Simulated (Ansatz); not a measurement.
**KI (h-MgO type) by several functionals**

All numbers come from Ansatz. Non-magnetic throughout. Whether this structure exists isn't addressed.

Structure: KI, h-MgO type, at its r2SCAN minimum. It is hexagonal, P6_3/mmc (No. 194); conventional cell a = 6.039 Å, c = 7.039 Å, 55.58 Å³ an atom. Around K lie 5 I at 3.49–3.52 Å; around I lie 5 K at 3.49–3.52 Å.

Relaxed lattice by functional, symmetry kept:

| functional | k mesh | a (Å) | c (Å) | volume (Å³/atom) |
| --- | --- | --- | --- | --- |
| PBE | 6×6×4 | 6.088 | 7.128 | 57.21 |
| r2SCAN | 6×6×4 | 6.039 | 7.039 | 55.58 |
| PBEsol | 6×6×4 | 5.976 | 6.954 | 53.77 |

Gaps on the r2SCAN cell, each the least over its mesh and the special points:
```
  level  k mesh  gap (eV)    kind  edges  least direct gap (eV)       rough cost
    LDA   6×6×4      3.49  direct      Γ                   3.49  11 core-seconds
    PBE   6×6×4      3.79  direct      Γ                   3.79  30 core-seconds
PBE+SOC   6×6×4      3.56  direct      Γ                   3.56  90 core-seconds
 r2SCAN   6×6×4      4.35  direct      Γ                   4.35  29 core-seconds
```
PBE: smearing of 0.02 eV; the others have fixed occupations.
Wave cutoffs: 420 eV, 500 eV (r2SCAN).
Costs come from shared machines and give only the order; PBE's includes the band path. The runs had 2 threads of Intel(R) Xeon(R) Processor @ 2.70GHz, with other jobs on the host.

The r2SCAN gap is direct at Γ: 4.35 eV. Spin-orbit coupling changes the PBE gap by -0.23 eV, to 3.56 eV.

For gaps to 0.1 eV, spin-orbit coupling (up to 0.23 eV here) has to be included. All these functionals give a gap of the same kind, direct.

r2SCAN (ground state on 6×6×4): ε∞: 2.2 along x and y, 2.4 along z. Born charges, averaged over directions: K +1.05, I -1.05 e. The program warns that the response isn't settled on this k mesh. PBE (ground state on 6×6×4): The clamped-ion dielectric constant comes out as 2.33 along x and y, 2.51 along z. Born charges, averaged over directions: K +1.07, I -1.07 e.

Only the levels marked +SOC include spin-orbit coupling.
